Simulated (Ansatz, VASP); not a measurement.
Si in VASP and in Ansatz

File INCAR:

```
  PREC = Accurate
  ENCUT = 520
  EDIFF = 1E-6
  ISMEAR = 0
  SIGMA = 0.1
  LREAL = F
  LASPH = T
  NELM = 100
  ALGO = Fast
  ISIF = 2
  LWAVE = F
  LCHARG = T
  GGA = PE
  LELF = T
  LVHAR = T
  NBANDS = 21
```

The input KPOINTS:

```
Automatic mesh
0
Gamma
  10 6 4
```

File POSCAR:

```
Si
1.0
    0.0000000000      0.0000000000     -2.5930156821
    2.2192317277     -3.8438221062      0.0000000000
   -6.6576951832     -3.8438221062      0.0000000000
Si
6
Direct
    0.0000000000      0.5000000000      0.5000000000
    0.0000000000      1.0000000000      1.0000000000
    0.5000000000      0.5000000000      0.8333333333
    0.5000000000      0.0000000000      0.3333333333
    0.5000000000      0.0000000000      0.6666666667
    0.5000000000      0.5000000000      0.1666666667
```

Input for Ansatz:

```yaml
crystal:
  lattice:
    - [0.0, 0.0, -2.5930156821]
    - [2.2192317277, -3.8438221062, 0.0]
    - [-6.6576951832, -3.8438221062, 0.0]
  atoms:
    - { symbol: Si, position: [0.0, 0.5, 0.5] }
    - { symbol: Si, position: [0.0, 1.0, 1.0] }
    - { symbol: Si, position: [0.5, 0.5, 0.8333333333] }
    - { symbol: Si, position: [0.5, 0.0, 0.3333333333] }
    - { symbol: Si, position: [0.5, 0.0, 0.6666666667] }
    - { symbol: Si, position: [0.5, 0.5, 0.1666666667] }
basis:
  ecutwfc: 420
kpoints:
  mp_grid: { grid: [10, 6, 4] }
hamiltonian:
  xc: pbe
scf:
  occupations: { method: gaussian, width: 0.1 }
output:
  forces: true
  stress: true
  eigenvalues: true
```

Alike in both runs: task single point; functional PBE; k mesh 10 × 6 × 4; occupations gaussian, width 0.1 eV; no spin polarisation.

```csv
,VASP,Ansatz
version,VASP 6.6.1,Ansatz 0.2.0
potentials or method,"VASP PAW PBE potentials, release 64 (Si)","scalar-relativistic, plane waves, PAW"
plane-wave cutoff (eV),520,420
valence electrons in the cell,24,24
```

|  | VASP | Ansatz | Ansatz less VASP |
| --- | --- | --- | --- |
| gap on the k mesh at the Fermi level (eV) | none | none | - |
| pressure (GPa) | -0.1 | -0.1 | +0.04 |
| largest component of the traceless stress (GPa) | 0.94 | 0.94 | +0.001 |
| rms of the force components (eV/Å) | 0.006 | 0.006 | 0.0000 |

Atom by atom the forces differ by 0.000 eV/Å (rms over components). A gap of «none» marks a metal or a gap that the smearing closes. With one functional, cell and mesh, what is left measures potentials, basis and numerics.
